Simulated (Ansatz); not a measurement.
Input and command of a plane-wave DFT calculation in Ansatz:

```yaml
crystal:
  lattice:
    - [0.0, 0.0, 6.7579074949]
    - [-3.6852084688, 6.3829683046, 0.0]
    - [-3.6852084689, -6.3829683046, 0.0]
  atoms:
    - { symbol: Zr, position: [0.0, 0.0, 0.5] }
    - { symbol: Zr, position: [0.0, 0.5, 0.5] }
    - { symbol: Zr, position: [0.0, 0.0, 0.0] }
    - { symbol: Zr, position: [0.0, 0.5, 0.0] }
    - { symbol: S, position: [0.7856835865, 0.8333333333, 0.1666666667] }
    - { symbol: S, position: [0.7856835865, 0.3333333333, 0.1666666667] }
    - { symbol: S, position: [0.7856835865, 0.8333333333, 0.6666666667] }
    - { symbol: S, position: [0.7856835865, 0.3333333333, 0.6666666667] }
    - { symbol: S, position: [0.2143164135, 0.1666666667, 0.3333333333] }
    - { symbol: S, position: [0.2143164135, 0.6666666667, 0.3333333333] }
    - { symbol: S, position: [0.2143164135, 0.1666666667, 0.8333333333] }
    - { symbol: S, position: [0.2143164135, 0.6666666667, 0.8333333333] }
basis:
  ecutwfc: 420
kpoints:
  mp_grid: { grid: [4, 6, 6] }
hamiltonian:
  xc: pbe
scf:
  occupations: { method: gaussian, width: 0.02 }
output:
  forces: true
  stress: true
  eigenvalues: true
relax:
  adjacent_minimum: "off"
  f_tol: 0.015
  max_steps: 60
  cell: { stress_tol: 0.15 }
```

```bash
ansatz run input.yaml --threads 2 --pin off --max-ram 5120MiB --backend cpu --events-out ev --progress --plain --runs-dir out
```

Processor: Arm Neoverse V2, 2 threads, on a host shared with other jobs.

**Question.** How long does it run, and how much memory does it take?

**Answer.** About 29 s on 2 threads of Arm Neoverse V2 (shared host), peak memory 0.79 GiB. It solves 60 bands at 24 k points (the mesh reduced by symmetry) with about 6227 plane waves (on the last cell), in 11 SCF iterations over 2 ionic steps.
